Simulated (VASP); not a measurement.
Na, 1 atom in the cell. The cell holds a molecule in a box, 1 atom: a = 10.500 Å, b = 11.000 Å, c = 11.500 Å, α = 90.00°, β = 90.00°, γ = 90.00°. 

* Program: VASP 6.6.1
* Task: relaxation of the atoms
* Functional: PBE
* Dispersion: D3(BJ)
* Potentials or basis: VASP PAW PBE potentials, release 64 (Na_pv)
* Cutoff: 400 eV
* k mesh: 1 × 1 × 1
* Occupations: gaussian, width 0.01 eV
* Spin: collinear spin, ferromagnetic start
* Starting moments: [0.5] μB
* Fixed moment: 1 μB
* Atoms held fixed (from 0): [0]
* Further INCAR settings: ALGO = Normal; EDIFF = 1e-06; ISYM = 0; IBRION = 2; EDIFFG = -0.03; NSW = 120

Potentials or basis: VASP PAW PBE potentials, release 64 (Na_pv).

Launch:

```sh
$ cat potpaw_PBE.64/Na_pv/POTCAR > POTCAR
$ mpirun -np 1 vasp_gam > vasp.out
```

Hardware: 1 thread of AMD EPYC 7R13 Processor (Zen 3) (shared host).

**Question.** How long does it take, and how much memory?

**Answer.** Run time: 120 s on 1 thread of AMD EPYC 7R13 Processor (Zen 3) (shared host), peak memory 0.98 GiB. Counts: scf iterations 28, k points 1, ion steps 1.
